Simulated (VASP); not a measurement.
VASP inputs for CdS (strained zincblende)

INCAR

```
ISIF = 2
ENCUT = 520
ISMEAR = -1
LREAL = .FALSE.
GGA = PE
PREC = Accurate
IBRION = -1
LELF = .TRUE.
LASPH = .TRUE.
NBANDS = 16
NSW = 0
LWAVE = .FALSE.
SIGMA = 0.02
LCHARG = .TRUE.
EDIFF = 1E-7
NELM = 120
```

KPOINTS

```
KPOINTS created by Atomic Simulation Environment
0
Gamma
8 8 8
0 0 0
```

KPOINTS_OPT

```
special points
6
Reciprocal
0.0000000000 0.0000000000 0.0000000000 1
-0.5000000000 -0.5000000000 0.0000000000 1
-0.3750000000 -0.3750000000 0.2500000000 1
-0.3750000000 0.0000000000 0.3750000000 1
0.0000000000 0.0000000000 0.5000000000 1
-0.5000000000 -0.2500000000 0.2500000000 1
```

POSCAR

```
Cd S
 1.0000000000000000
     0.0000000000000000    2.8510383978000000    3.0637898083000001
     2.8510383978000000    0.0000000000000000    3.0637898083000001
     2.8510383978000000    2.8510383978000000    0.0000000000000000
 Cd  S
   1   1
Cartesian
  0.0000000000000000  0.0000000000000000  0.0000000000000000
  1.4255191989000000  1.4255191989000000  1.5318949041500001
```

VASP ran with the recommended PBE PAW datasets (18 valence electrons in the cell).

Task: Predict the results.

Result: gap between bands v and c 1.05 eV; least direct gap 1.05 eV; pressure 2.8 GPa.

Band v is the last that the valence electrons fill when counted band by band, and c is the next. Levels in eV from the top of v:

| point | v−1 | v | c | c+1 |
| --- | --- | --- | --- | --- |
| Γ | 0.00 | 0.00 | 1.05 | 6.50 |
| X | -1.73 | -1.73 | 3.68 | 4.67 |
| K | -2.57 | -1.67 | 4.02 | 5.26 |
| L | -0.97 | -0.66 | 2.88 | 6.72 |
| W | -2.32 | -2.20 | 5.40 | 5.46 |
